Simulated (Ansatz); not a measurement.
SnTe:

```
Te Sn
1.0
     0.00000    3.15085    3.15085
     3.15085    0.00000    3.15085
     3.15085    3.15085    0.00000
Te Sn
1 1
Direct
  0.50000 0.50000 0.50000
  0.00000 0.00000 0.00000
```

| Property | Result |
| --- | --- |
| Program | Ansatz 0.2.0 |
| Task | relaxation of cell and atoms |
| Functional | RPBE |
| Dispersion | D3(BJ) |
| Potentials or basis | Ansatz PAW |
| Cutoff | 420 eV (not typed: the program's choice for these potentials) |
| k mesh | 7 × 7 × 7 |
| Occupations | fermi-dirac, width 0.05 eV |
| Spin | no spin polarisation |

At the start: volume 31.28 Å³/atom.

How do energy, volume and symmetry change on relaxing?

It ends after 6 steps and the volume is 25.31 Å³/atom (-19.1 %); space group Fm-3m (No. 225, to 0.05 Å).

The path:
| step | energy change (eV) | largest force (eV/Å) | volume (Å³) |
| --- | --- | --- | --- |
| 1 | 0.0000 | 0.0000 | 62.56 |
| 2 | -0.4308 | 0.0000 | 53.85 |
| 3 | -0.4652 | 0.0000 | 49.01 |
| 4 | -0.4772 | 0.0000 | 50.66 |
| 5 | -0.4772 | 0.0000 | 50.63 |
| 6 | -0.4750 | 0.0000 | 50.63 |

Final structure:
```cif
data_structure
_symmetry_space_group_name_H-M 'P 1'
_symmetry_Int_Tables_number 1
_cell_length_a 4.1523
_cell_length_b 4.1523
_cell_length_c 4.1523
_cell_angle_alpha 60.000
_cell_angle_beta 60.000
_cell_angle_gamma 60.000
_cell_volume 50.63
loop_
_atom_site_label
_atom_site_type_symbol
_atom_site_fract_x
_atom_site_fract_y
_atom_site_fract_z
_atom_site_occupancy
Te1 Te 0.50000 0.50000 0.50000 1
Sn1 Sn 0.00000 0.00000 0.00000 1
```

Caveat: the volume moved by over 15 % at a fixed basis, so the end points are rough; the plane-wave basis is chosen anew once the cell has moved, so the energies of steps on either side of that aren't comparable; the volume moved by -19 % from the deposited cell, more than functionals usually miss; the PAW data sets come from PBE, with cores solved anew for the run's functional, which leaves a small shift of forces and pressure.
